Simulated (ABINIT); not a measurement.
# WS2 in ABINIT: a series of runs, part 2 of 2

ABINIT 10.8.3 (patched build). The steps go on from the part before.

## 4. Single point, LDA (cell relaxed)

The input, run.abi:

```
pp_dirpath "./"
pseudos "W.hgh, S.hgh"

acell 5.9140215518 5.9140215386 32.0354050226
rprim
     1.0000000000     0.0000000000     0.0000000000
    -0.4999999995     0.8660254041     0.0000000000
     0.0000000000     0.0000000000     1.0000000000
ntypat 2
znucl 74 16
natom 3
typat 1 2 2
xred
     0.0000000000     0.0000000000     0.0000000000
     0.3333333300     0.6666666700     0.0920290900
     0.3333333300     0.6666666700     0.9079709100
chkprim 0
chksymtnons 0
tolsym 1.0e-6

ecut 28.0

kptopt 1
ngkpt 8 8 2
nshiftk 1
shiftk 0.0 0.0 0.0

ixc 7

nband 13
occopt 3
tsmear 0.00183747

nstep 100
tolvrs 1.0e-10

iomode 3
prtwf 0
prtden 0
prteig 0
prtebands 0
```

Potentials or basis: HGH LDA.

Launch:

```bash
mpirun --bind-to none -np 4 abinit run.abi > log 2>&1
```

run.abo:

```text
.Version 10.8.3 of ABINIT
 Symmetries : space group P-6 m 2 (#187); Bravais hP (primitive hexag.)
================================================================================
 Values of the parameters that define the memory need of the present run
     intxc =       0    ionmov =       0      iscf =       7    lmnmax =       6
     lnmax =       6     mgfft =     160  mpssoang =       3    mqgrid =    7631
     natom =       3  nloc_mem =       1    nspden =       1   nspinor =       1
    nsppol =       1      nsym =      12    n1xccc =       0    ntypat =       2
    occopt =       3   xclevel =       1
       mpw =        6906          nfft =      144000          nkpt =          20
================================================================================
================================================================================

--------------------------------------------------------------------------------
------------- Echo of variables that govern the present computation ------------
--------------------------------------------------------------------------------
 -outvars: echo values of preprocessed input variables --------
            acell      5.9140215518E+00  5.9140215386E+00  3.2035405023E+01 Bohr
              amu      1.83850000E+02  3.20660000E+01
          chkprim           0
      chksymtnons           0
             ecut      2.80000000E+01 Hartree
              ixc           7
         kptrlatt        8    0    0      0    8    0      0    0    2
          kptrlen      4.73121723E+01
            natom           3
            nband          13
            ngfft          30      30     160
             nkpt          20
            nstep         100
             nsym          12
           ntypat           2
           occopt           3
           prtden           0
        prtebands           0
           prteig           0
            prtwf           0
            rprim      1.0000000000E+00  0.0000000000E+00  0.0000000000E+00
                      -4.9999999950E-01  8.6602540410E-01  0.0000000000E+00
                       0.0000000000E+00  0.0000000000E+00  1.0000000000E+00
          spgroup         187
           tolsym      1.00000000E-06
           tolvrs      1.00000000E-10
           tsmear      1.83747000E-03 Hartree
            typat      1  2  2
           xangst      0.0000000000E+00  0.0000000000E+00  0.0000000000E+00
                       3.3715683270E-09  1.8068554389E+00  1.5601145222E+00
                       3.3715683270E-09  1.8068554389E+00  1.5392291746E+01
            xcart      0.0000000000E+00  0.0000000000E+00  0.0000000000E+00
                       6.3713407529E-09  3.4144619285E+00  2.9481891720E+00
                       6.3713407529E-09  3.4144619285E+00  2.9087215851E+01
             xred      0.0000000000E+00  0.0000000000E+00  0.0000000000E+00
                       3.3333333333E-01  6.6666666667E-01  9.2029090000E-02
                       3.3333333333E-01  6.6666666667E-01  9.0797091000E-01
            znucl       74.00000   16.00000

================================================================================

 chkinp: Checking input parameters for consistency.

================================================================================
== DATASET  1 ==================================================================

--- !DatasetInfo
iteration_state: {dtset: 1, }
dimensions: {natom: 3, nkpt: 20, mband: 13, nsppol: 1, nspinor: 1, nspden: 1, mpw: 6906, }
cutoff_energies: {ecut:  28.0, pawecutdg:  -1.0, }
electrons: {nelect:   1.80000000E+01, charge:   0.00000000E+00, occopt:   3.00000000E+00, tsmear:   1.83747000E-03, }
meta: {optdriver: 0, ionmov: 0, optcell: 0, iscf: 7, paral_kgb: 0, }
...

 Exchange-correlation functional for the present dataset will be:
  LDA: Perdew-Wang 92 LSD fit to Ceperley-Alder data - ixc=7
  J.P.Perdew and Y.Wang, PRB 45, 13244 (1992)

 Real(R)+Recip(G) space primitive vectors, cartesian coordinates (Bohr,Bohr^-1):
 R(1)=  5.9140216  0.0000000  0.0000000  G(1)=  0.1690897  0.0976240  0.0000000
[... 90 lines left out ...]
- [  3.3333E-01,   6.6667E-01,   9.0797E-01,  S]
cartesian_forces: # hartree/bohr
- [ -0.00000000E+00,   2.69175521E-26,  -0.00000000E+00, ]
- [ -0.00000000E+00,  -1.34587761E-26,  -4.54197061E-06, ]
- [ -0.00000000E+00,  -1.34587761E-26,   4.54197061E-06, ]
force_length_stats: {min:   2.69175521E-26, max:   4.54197061E-06, mean:   3.02798040E-06, }
...

 Integrated electronic density in atomic spheres:
 ------------------------------------------------
 Atom  Sphere_radius  Integrated_density
    1        2.00000          2.58646944
    2        2.00000          3.95776262
    3        2.00000          3.95776262
================================================================================

 ----iterations are completed or convergence reached----

 Mean square residual over all n,k,spin=   10.008E-07; max=  16.077E-05
 reduced coordinates (array xred) for    3 atoms
       0.000000000000      0.000000000000      0.000000000000
       0.333333333333      0.666666666667      0.092029090000
       0.333333333333      0.666666666667      0.907970910000
 rms dE/dt=  6.8591E-05; max dE/dt=  1.4550E-04; dE/dt below (all hartree)
    1       0.000000000000     -0.000000000000      0.000000000000
    2       0.000000000000     -0.000000000000      0.000145503868
    3       0.000000000000     -0.000000000000     -0.000145503868

 cartesian coordinates (angstrom) at end:
    1      0.00000000000000     0.00000000000000     0.00000000000000
    2      0.00000000337157     1.80685543885778     1.56011452220097
    3      0.00000000337157     1.80685543885778    15.39229174630574

 cartesian forces (hartree/bohr) at end:
    1     -0.00000000000000     0.00000000000000    -0.00000000000000
    2     -0.00000000000000    -0.00000000000000    -0.00000454197061
    3     -0.00000000000000    -0.00000000000000     0.00000454197061
 frms,max,avg= 2.1411055E-06 4.5419706E-06   0.000E+00  0.000E+00  0.000E+00 h/b

 cartesian forces (eV/Angstrom) at end:
    1     -0.00000000000000     0.00000000000000    -0.00000000000000
    2     -0.00000000000000    -0.00000000000000    -0.00023355751909
    3     -0.00000000000000    -0.00000000000000     0.00023355751909
 frms,max,avg= 1.1010007E-04 2.3355752E-04   0.000E+00  0.000E+00  0.000E+00 e/A
 length scales=  5.914021551800  5.914021538600 32.035405022600 bohr
              =  3.129565427879  3.129565420893 16.952406268507 angstroms
 Fermi (or HOMO) energy (hartree) =  -0.02443   Average Vxc (hartree)=  -0.16286
 Eigenvalues (hartree) for nkpt=  20  k points:
 kpt#   1, nband= 13, wtk=  0.00781, kpt=  0.0000  0.0000  0.0000 (reduced coord)
  -0.61115   -0.55065   -0.30136   -0.16713   -0.16713   -0.14079   -0.11792   -0.11792
  -0.06736    0.05366    0.05366    0.05946    0.05946
      occupation numbers for kpt#   1
   2.00000    2.00000    2.00000    2.00000    2.00000    2.00000    2.00000    2.00000
   2.00000    0.00000    0.00000    0.00000    0.00000
 prteigrs : prtvol=0 or 1, do not print more k-points.

--- !EnergyTerms
iteration_state     : {dtset: 1, }
comment             : Components of total free energy in Hartree
kinetic             :  1.44171030826335E+01
hartree             :  9.05868026810345E+01
xc                  : -6.55229159528807E+00
Ewald energy        :  6.41535225367933E+01
psp_core            :  7.65214615071814E-01
local_psp           : -1.92695840881092E+02
non_local_psp       :  9.65704696534900E-01
internal            : -2.83597848643120E+01
'-kT*entropy'       : -1.82257263931732E-12
total_energy        : -2.83597848643139E+01
total_energy_eV     : -7.71709059795770E+02
band_energy         : -4.69936815740362E+00
...

 Cartesian components of stress tensor (hartree/bohr^3)
  sigma(1 1)=  5.32132355E-06  sigma(3 2)=  0.00000000E+00
  sigma(2 2)=  5.32132652E-06  sigma(3 1)=  0.00000000E+00
  sigma(3 3)=  5.59668383E-06  sigma(2 1)= -1.48144608E-12

-Cartesian components of stress tensor (GPa)         [Pressure= -1.5926E-01 GPa]
- sigma(1 1)=  1.56558744E-01  sigma(3 2)=  0.00000000E+00
- sigma(2 2)=  1.56558831E-01  sigma(3 1)=  0.00000000E+00
- sigma(3 3)=  1.64660123E-01  sigma(2 1)= -4.35856485E-08

== END DATASET(S) ==============================================================
================================================================================

 -outvars: echo values of variables after computation  --------
            acell      5.9140215518E+00  5.9140215386E+00  3.2035405023E+01 Bohr
           etotal     -2.8359784864E+01
            fcart     -0.0000000000E+00  2.6917552128E-26 -0.0000000000E+00
                      -0.0000000000E+00 -1.3458776064E-26 -4.5419706051E-06
                      -0.0000000000E+00 -1.3458776064E-26  4.5419706051E-06
            rprim      1.0000000000E+00  0.0000000000E+00  0.0000000000E+00
                      -4.9999999950E-01  8.6602540410E-01  0.0000000000E+00
                       0.0000000000E+00  0.0000000000E+00  1.0000000000E+00
           strten      5.3213235545E-06  5.3213265199E-06  5.5966838343E-06
                       0.0000000000E+00  0.0000000000E+00 -1.4814460797E-12
           xangst      0.0000000000E+00  0.0000000000E+00  0.0000000000E+00
                       3.3715683270E-09  1.8068554389E+00  1.5601145222E+00
                       3.3715683270E-09  1.8068554389E+00  1.5392291746E+01
             xred      0.0000000000E+00  0.0000000000E+00  0.0000000000E+00
                       3.3333333333E-01  6.6666666667E-01  9.2029090000E-02
                       3.3333333333E-01  6.6666666667E-01  9.0797091000E-01
 Calculation completed.
```

It took 70 s on 4 MPI ranks of Intel Xeon at 2.50GHz (Skylake/Cascade Lake), shared host; peak memory 0.36 GiB.

Results:

```
Free energy                                           : -771.7091 eV
Band gap on the k mesh                                : 2.36 eV, indirect (least direct gap 2.44 eV)
Valence electrons inside the program's atomic spheres : W 2.59; S 3.96
```

Levels at points of the mesh, in eV from the valence-band top:
| k point | band 5 | band 6 | band 7 | band 8 | band 9 | band 10 | band 11 | band 12 | band 13 |
| --- | --- | --- | --- | --- | --- | --- | --- | --- | --- |
| (0.00, 0.00, 0.00) | -2.73 | -2.01 | -1.39 | -1.39 | -0.01 | 3.28 | 3.28 | 3.44 | 3.44 |
| (0.50, 0.00, 0.00) | -4.38 | -3.29 | -1.99 | -0.95 | -0.81 | 3.22 | 3.65 | 4.41 | 5.25 |
| (0.00, 0.00, 0.50) | -2.73 | -2.01 | -1.39 | -1.39 | -0.01 | 3.28 | 3.28 | 3.44 | 3.44 |
| (0.50, 0.00, 0.50) | -4.38 | -3.29 | -1.99 | -0.95 | -0.81 | 3.22 | 3.65 | 4.41 | 5.18 |

Caveat: spin-orbit coupling is left out, which moves the levels of the heavy elements; HGH potentials are hard and often keep d shells in the core, so these values are rough.
